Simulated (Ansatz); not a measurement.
# VN (Uakitite): the cost of one run

Method: DFT PBEsol, scalar-relativistic, plane waves, PAW, in Ansatz 0.2.0.

That is the level of the relaxation; later steps name their own.

2 further runs of the same task are left out: 2 set aside as unsound or not needed.

## Step 1: The system as given

It takes space group Fm-3m (No. 225, cubic). Conventional cell: a = 4.073 Å, b = 4.073 Å, c = 4.073 Å, α = 90.00°, β = 90.00°, γ = 90.00°. V (site symmetry m-3m) has 6 N at 2.04 Å as nearest neighbours. N (site symmetry m-3m) has 6 V at 2.04 Å as nearest neighbours.

Coordinates:

```xyz
2
Lattice="0.0000 2.0364 2.0364 2.0364 0.0000 2.0364 2.0364 2.0364 0.0000" Properties=species:S:1:pos:R:3 pbc="T T T"
V     0.0000    0.0000    0.0000
N     2.0364    2.0364    2.0364
```

This cell was relaxed beforehand with the same method: volume 8.45 Å³/atom, gap on the mesh none (metal).

## Step 2: The run at PBEsol

input.yaml

```yaml
crystal:
  lattice:
    - [0.0, 2.0364263869, 2.0364263869]
    - [2.0364263869, 0.0, 2.0364263869]
    - [2.0364263869, 2.0364263869, 0.0]
  atoms:
    - { symbol: V, position: [0.0, 0.0, 0.0] }
    - { symbol: "N", position: [0.5, 0.5, 0.5] }
basis:
  ecutwfc: 420
kpoints:
  mp_grid: { grid: [18, 18, 18] }
  band_path:
    path:
      - [0.0, 0.0, 0.0]
      - [0.5, 0.0, 0.5]
      - [0.625, 0.25, 0.625]
      - [0.375, 0.375, 0.75]
      - [0.5, 0.5, 0.5]
      - [0.5, 0.25, 0.75]
      - [0.0, 0.0, -0.5]
    npoints: 1
hamiltonian:
  xc: pbesol
scf:
  occupations: { method: gaussian, width: 0.1 }
  n_extra_bands: 4
output:
  forces: true
  stress: true
  eigenvalues: true
  write_density: true
  write_potential: true
  elf: true
  volumetric_format: npy
```

Run with:

```
$ ansatz run input.yaml --threads 1 --pin off --max-ram 2560MiB --backend cpu --events-out ev --progress --plain --runs-dir out
```

What time and memory should one allow on 1 thread of Intel Xeon at 2.70GHz, shared host?

About 5.3 s, with a peak of 0.35 GiB.
